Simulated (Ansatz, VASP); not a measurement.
SrTe in VASP and in Ansatz

File INCAR:

```
PREC = Accurate
ENCUT = 520
EDIFF = 1E-6
ISMEAR = -1
SIGMA = 0.03
LREAL = F
LASPH = T
NELM = 100
ALGO = Fast
ISIF = 2
LWAVE = F
LCHARG = T
GGA = PE
LELF = T
LVHAR = T
NBANDS = 15
```

KPOINTS

```
regular mesh
0
Gamma
  11 11 11
```

POSCAR

```
SrTe
1.0
    0.0000000000      3.3022324320      3.3022324320
    3.3022324320      0.0000000000      3.3022324320
    3.3022324320      3.3022324320      0.0000000000
Sr Te
1 1
Direct
    0.0000000000      0.0000000000      0.0000000000
    0.5000000000      0.5000000000      0.5000000000
```

Input for Ansatz:

```yaml
crystal:
  lattice:
    - [0.0, 3.302232432, 3.302232432]
    - [3.302232432, 0.0, 3.302232432]
    - [3.302232432, 3.302232432, 0.0]
  atoms:
    - { symbol: Sr, position: [0.0, 0.0, 0.0] }
    - { symbol: Te, position: [0.5, 0.5, 0.5] }
kpoints:
  mp_grid: { grid: [11, 11, 11] }
scf:
  occupations: { method: fermi_dirac, width: 0.03 }
hamiltonian:
  xc: pbe
  pseudopotentials: { kind: all_electron, lapw: { basis_error: 0.00025 } }
output:
  forces: true
  stress: true
  eigenvalues: true
```

Change from the starting cell: volume scaled by 0.95.

Alike in both runs: task single point; functional PBE; k mesh 11 × 11 × 11; occupations fermi-dirac, width 0.03 eV; no spin polarisation.

|  | VASP | Ansatz |
| --- | --- | --- |
| version | VASP 6.6.1 | Ansatz 0.2.0 |
| potentials or method | VASP PAW PBE potentials, release 64 (Sr_sv, Te) | all-electron LAPW, scalar-relativistic |
| plane-wave cutoff (eV) | 520 | see its input |

Ansatz gave:

| Quantity | Value |
| --- | --- |
| gap on the k mesh at the Fermi level (eV) | 1.67 |
| pressure (GPa) | 1.9 |

**Question.** What did VASP give for the same quantities?

**Answer.** gap on the k mesh at the Fermi level (eV): 1.65; pressure (GPa): 2.0.

Ansatz ran all-electron here, so the differences hold the error of VASP's frozen core and of both bases.

Caveats: spin-orbit coupling is left out, which moves the levels of the heavy elements; an odd mesh through Γ misses points on the zone boundary, where band edges often lie.
